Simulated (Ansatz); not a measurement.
Crystal: P.

```
P
1.0
    -1.69151    2.51517    1.85894
     1.69151   -2.51517    1.85894
     1.69151    2.51517   -1.85894
P
2
Direct
  0.69669 0.94669 0.75000
  0.30331 0.05331 0.25000
```

This isn't the form of P at room conditions, which is orthorhombic.

- Program: Ansatz 0.2.0
- Task: single point
- Functional: PBE
- Potentials or basis: Ansatz PAW
- Cutoff: 420 eV (not typed: the program's choice for these potentials)
- k mesh: 11 × 11 × 11
- Occupations: fermi-dirac, width 0.05 eV
- Spin: no spin polarisation

On this cell: pressure 2.7 GPa; largest force 0.380 eV/Å; band gap on the k mesh none (metal or under the smearing width).

The same run follows on a disturbed copy (atoms moved at random, drawn with an rms of 0.05 Å):

```xyz
2
Lattice="-1.6915 2.5152 1.8589 1.6915 -2.5152 1.8589 1.6915 2.5152 -1.8589" Properties=species:S:1:pos:R:3 pbc="T T T"
P     1.7492    1.2815    1.6525
P    -0.0175    1.2485    0.2016
```

Q: What changes?

A: The energy (extrapolated to zero smearing) moves by +15.7 meV/atom; pressure 3.6 GPa; largest force 0.908 eV/Å; band gap on the k mesh none (metal or under the smearing width).

Forces on the atoms (eV/Å):
```
P   -0.673 -0.046  0.607
P    0.673  0.046 -0.607
```

Stress tensor (GPa, compression positive):
```
 4.77 -0.02 -3.22
-0.02  1.79 -0.64
-3.22 -0.64  4.13
```
